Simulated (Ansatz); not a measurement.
Crystal: Mg.

```xyz
1
Lattice="-1.8360 1.8360 1.6794 1.8360 -1.8360 1.6794 1.8360 1.8360 -1.6794" Properties=species:S:1:pos:R:3 pbc="T T T"
Mg    0.0000    0.0000    0.0000
```

This isn't the form of Mg at room conditions, which is hcp.

- Program: Ansatz 0.2.0
- Task: relaxation of cell and atoms
- Functional: PBE
- Dispersion: D4
- Potentials or basis: Ansatz PAW
- Cutoff: 420 eV (not typed: the program's choice for these potentials)
- k mesh: 11 × 11 × 11
- Occupations: fermi-dirac, width 0.05 eV
- Spin: no spin polarisation

At the start: volume 22.64 Å³/atom.

Problem. Where does the relaxation end?

Solution. It ends after 14 steps and the volume is 22.26 Å³/atom (-1.7 %); space group Im-3m (No. 229, to 0.05 Å).

Step by step:
```
step  energy change (eV)  largest force (eV/Å)  volume (Å³)
   1              0.0000                0.0000        22.64
   2             -0.0007                0.0000        22.40
   3             -0.0011                0.0000        22.35
   4             -0.0019                0.0000        22.30
   5             -0.0026                0.0000        22.42
   6             -0.0039                0.0000        22.30
   7             -0.0041                0.0000        22.30
   8             -0.0041                0.0000        22.29
   9             -0.0041                0.0000        22.29
  10             -0.0042                0.0000        22.27
  11             -0.0042                0.0000        22.27
  12             -0.0042                0.0000        22.26
  13             -0.0042                0.0000        22.26
  14             -0.0042                0.0000        22.26
```

Final structure:
```cif
data_structure
_symmetry_space_group_name_H-M 'P 1'
_symmetry_Int_Tables_number 1
_cell_length_a 3.0695
_cell_length_b 3.0695
_cell_length_c 3.0695
_cell_angle_alpha 109.465
_cell_angle_beta 109.465
_cell_angle_gamma 109.483
_cell_volume 22.26
loop_
_atom_site_label
_atom_site_type_symbol
_atom_site_fract_x
_atom_site_fract_y
_atom_site_fract_z
_atom_site_occupancy
Mg1 Mg 0.00000 0.00000 0.00000 1
```

Caveat: the plane-wave basis is chosen anew once the cell has moved, so the energies of steps on either side of that aren't comparable; pairwise dispersion overbinds metals, which lowers pressure and volume.
